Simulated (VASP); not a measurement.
Wanted: the native input for a VASP 6.6.1 run.

* Task: relaxation of the atoms
* Functional: PBE
* Dispersion: D3(BJ)
* Potentials or basis: VASP PAW PBE potentials, release 64 (K_sv, Cl)
* Cutoff: 600 eV
* k mesh: 8 × 8 × 8
* Occupations: gaussian, width 0.03 eV
* Spin: no spin polarisation
* Further INCAR settings: ALGO = Fast; EDIFF = 1e-07; IBRION = 2; EDIFFG = -0.01; NSW = 40

The structure of KCl lies in POSCAR:

```
KCl                                     
1.0
    3.8088878524      0.0000000000      0.0000000000
    0.0000000000      3.8088878524      0.0000000000
    0.0000000000      0.0000000000      3.8088878524
  K               Cl            
     1     1
Direct
     0.0000000000000000    0.0000000000000000    0.0000000000000000
     0.5000000000000000    0.5000000000000000    0.5000000000000000
```

Measurements of this composition are mostly on another form, of space group No. 225.

The cell isn't the ideal one: a relaxed cell with its volume scaled by 1.04.

The input as run:

INCAR

```
SYSTEM = KCl
ALGO = Fast
EDIFF = 1E-7
EDIFFG = -0.01
ENCUT = 600
GGA = PE
IBRION = 2
ISIF = 2
ISMEAR = 0
IVDW = 12
LASPH = .TRUE.
LCHARG = .FALSE.
LREAL = .FALSE.
LWAVE = .FALSE.
NELM = 80
NSW = 40
PREC = Accurate
SIGMA = 0.03
```

KPOINTS

```
k-points
0
G
  8 8 8
  0 0 0
```

Potentials or basis: VASP PAW PBE potentials, release 64 (K_sv, Cl).

Run with:

```console
$ cat potpaw_PBE.64/K_sv/POTCAR potpaw_PBE.64/Cl/POTCAR > POTCAR
$ mpirun -np 1 vasp_std > vasp.out
```

It gave:

| Item | Value |
| --- | --- |
| Pressure after relaxing | -0.8 GPa |
| Band gap on the k mesh | 4.90 eV, indirect (least direct gap 5.11 eV) |
| Dispersion energy per atom | -0.224 eV |

Caveat: the relaxation stopped at its first step, so nothing moved.

Wall time 17 s on 1 thread of Intel(R) Xeon(R) 6975P-C (Granite Rapids), with other jobs on the host, peak memory 0.18 GiB.
